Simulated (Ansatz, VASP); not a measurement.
## CdSe in VASP and in Ansatz

```
Cd Se
1.0
     0.00000    3.04147    3.04147
     3.04147    0.00000    3.04147
     3.04147    3.04147    0.00000
Cd Se
1 1
Direct
  0.00000 0.00000 0.00000
  0.25000 0.25000 0.25000
```

Alike in both runs: functional PBEsol; k mesh 8 × 8 × 8; no spin polarisation.

Ansatz relaxed the structure, and its values are those at the end. VASP's run is a single point on that final structure, the one shown.

|  | VASP | Ansatz |
| --- | --- | --- |
| version | VASP 6.6.1 | Ansatz 0.2.0 |
| potentials or method | VASP PAW PBE potentials, release 64 (Cd, Se) | scalar-relativistic, plane waves, PAW |
| plane-wave cutoff (eV) | 520 | 420 |
| occupations | gaussian, width 0.01 eV | fixed |
| valence electrons in the cell | 18 | 36 |

```tsv
	VASP	Ansatz	Ansatz less VASP
pressure (GPa)	0.3	0.0	-0.34
```

The two sets of potentials don't hold the same shells in valence.

Caveats: the PAW data sets were made with another functional, which shifts forces and pressure a little (VASP).
